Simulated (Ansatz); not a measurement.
Here is an Ansatz 0.2.0 calculation.

File input.yaml:

```yaml
crystal:
  lattice:
    - [2.98611099, 0.0, 0.0]
    - [0.0, 2.98611099, 0.0]
    - [0.0, 0.0, 2.98611099]
  atoms:
    - { symbol: Co, position: [0.5, 0.5, 0.5], spin: 2.0 }
    - { symbol: Ti, position: [0.0, 0.0, 0.0], spin: 1.0 }
kpoints:
  mp_grid: { grid: [9, 9, 9] }
scf:
  occupations: { method: fermi_dirac, width: 0.05 }
hamiltonian:
  xc: blyp
  dispersion: d3bj
  pseudopotentials: { kind: all_electron, lapw: { basis_error: 0.001 } }
magnetization:
  spin_polarized: true
output:
  forces: true
  stress: true
relax:
  f_tol: 0.02
  max_steps: 60
  cell: {}
```

Potentials or basis: all-electron LAPW, scalar-relativistic.

Run with:

```console
$ ansatz run input.yaml --threads 2 --pin off --max-ram 6144MiB --backend cpu --events-out ev --progress --plain --runs-dir out
```

Question: Predict the net moment.

Answer: 0.65 μB per cell.

Question: What does it give for the space group after relaxing (to 0.05 Å)?

Answer: Pm-3m (No. 221).

Question: Estimate the absolute moment.

Answer: 0.76 μB per cell.

Final structure:
```xyz
2
Lattice="2.9184 0.0000 0.0000 0.0000 2.9184 0.0000 0.0000 0.0000 2.9184" Properties=species:S:1:pos:R:3 pbc="T T T"
Co    1.4592    1.4592    1.4592
Ti    0.0000    0.0000    0.0000
```
